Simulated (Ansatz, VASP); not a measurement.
## FeO: VASP beside Ansatz

Contents of INCAR:

```
PREC = Accurate ; ENCUT = 520
EDIFF = 1E-7 ; ISMEAR = -1
SIGMA = 0.001 ; LREAL = F
LASPH = T ; NELM = 150
ALGO = Normal ; ISIF = 2
LWAVE = F ; LCHARG = F
ISPIN = 2 ; MAGMOM = 4 0
LORBIT = 11 ; LMAXMIX = 4
LDAU = T ; LDAUTYPE = 2
LDAUL = 2 -1 ; LDAUU = 6.2 0
LDAUJ = 0 0 ; LDAUPRINT = 1
GGA = PE ; NBANDS = 18
```

Contents of KPOINTS:

```
regular mesh
0
Gamma
  9 9 9
```

The input POSCAR:

```
FeO
1.0
    1.5176813800      0.8762337500      2.5157933600
   -1.5176813800      0.8762337500      2.5157933600
    0.0000000000     -1.7524675000      2.5157933600
Fe O
1 1
Direct
    0.0000000000      0.0000000000      0.0000000000
    0.5000000000      0.5000000000      0.5000000000
```

Input for Ansatz:

```yaml
crystal:
  lattice:
    - [1.51768138, 0.87623375, 2.51579336]
    - [-1.51768138, 0.87623375, 2.51579336]
    - [0.0, -1.7524675, 2.51579336]
  atoms:
    - { symbol: Fe, position: [0.0, 0.0, 0.0], spin: 4.0 }
    - { symbol: O, position: [0.5, 0.5, 0.5] }
magnetization:
  spin_polarized: true
hamiltonian:
  xc: pbe
  pseudopotentials: { kind: paw }
  hubbard: { sites: [{ species: Fe, l: d, u_eff: 6.2 }] }
basis:
  ecutwfc: 420
kpoints:
  mp_grid: { grid: [9, 9, 9] }
scf:
  occupations: { method: fermi_dirac, width: 0.001 }
  lower_state_search: "off"
  algorithm: density_mixing
  max_iter: 70
  mixing: {}
output:
  forces: true
  stress: true
```

Alike in both runs: task single point; functional PBE; k mesh 9 × 9 × 9; occupations fermi-dirac, width 0.001 eV; collinear spin; Hubbard terms Fe d U = 6.2 eV.

|  | VASP | Ansatz |
| --- | --- | --- |
| version | VASP 6.6.1 | Ansatz 0.2.0 |
| potentials or method | VASP PAW PBE potentials, release 64 (Fe, O) | PAW, plane waves, scalar-relativistic |
| plane-wave cutoff (eV) | 520 | 420 |
| valence electrons in the cell | 14 | 22 |

|  | VASP | Ansatz | Ansatz less VASP |
| --- | --- | --- | --- |
| pressure (GPa) | -1.8 | 4.3 | +6.10 |
| largest component of the traceless stress (GPa) | 0.70 | 0.62 | -0.078 |
| net moment per atom (μB) | 2.00 | 2.00 | 0.000 |
| size of the moment on the site where the two differ most (μB) | 3.92 | 3.57 | -0.347 |

Site moments also hang on the region over which each program counts them. The programs project onto different local orbitals, so the same U acts differently. The two sets of potentials don't hold the same shells in valence. Ansatz warned: «filled_band_counts_differ_across_k_points».

Caveats: a cell with one magnetic atom can't hold antiferromagnetic order, which such compounds often take. The state reached can hang on the start; a lower one may exist.
